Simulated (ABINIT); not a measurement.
## InAs: single point with PBEsol

**Measured values to compare with.**

A printed reference work, data compilation reports, for a bulk crystal of InAs at 4.2 K: band gap 0.418 eV (direct).

Crystal: InAs.

```
In As
1.0
     0.00000    3.01800    3.01800
     3.01800    0.00000    3.01800
     3.01800    3.01800    0.00000
In As
1 1
Direct
  0.00000 0.00000 0.00000
  0.75000 0.75000 0.75000
```

| Item | Value |
| --- | --- |
| Program | ABINIT 10.8.3 (patched build) |
| Task | single point |
| Functional | PBEsol |
| Potentials or basis | JTH PAW PBE v2.0 |
| Cutoff | 327 eV |
| k mesh | 6 × 6 × 6 |
| Occupations | fermi-dirac, width 0.05 eV |
| Spin | no spin polarisation |
| Fine-grid cutoff | 653.073 eV |
| Exchange and correlation inside the PAW spheres | full angular mesh (pawxcdev 0, this build's default; the released program takes 1) |

```json
{
 "Band gap on the k mesh": "none (metal or under the smearing width)",
 "Valence electrons inside the program's atomic spheres": "In 11.25; As 12.69"
}
```

Levels at points of the mesh, in eV from the Fermi level:
| k point | band 11 | band 12 | band 13 | band 14 | band 15 | band 16 | band 17 | band 18 |
| --- | --- | --- | --- | --- | --- | --- | --- | --- |
| (0.00, 0.00, 0.00) | -11.97 | -0.31 | -0.04 | -0.04 | -0.04 | 3.82 | 3.82 | 3.82 |
| (0.50, 0.00, 0.00) | -10.47 | -5.88 | -1.04 | -1.04 | 0.84 | 4.59 | 4.59 | 6.68 |
| (0.50, 0.50, 0.00) | -9.92 | -5.95 | -2.40 | -2.40 | 1.39 | 1.95 | 9.08 | 9.21 |

Wall time 11 s on 1 thread of Arm Neoverse V2, on a shared host, peak memory 0.1 GiB.

A measured gap of InAs is 0.418 eV (direct; 4.2 K; a printed reference work, data compilation); the calculated 0.00 eV misses it by -0.42 eV. Spin-orbit coupling on As, In is left out. The value is that of PBEsol on a finite k mesh, which can miss the band edges, without temperature or zero-point motion. Semilocal functionals fall short of measured gaps as a rule.

Caveat: this crystal is a semiconductor, whose small gap the functional closes, so the metal is an error of the method.
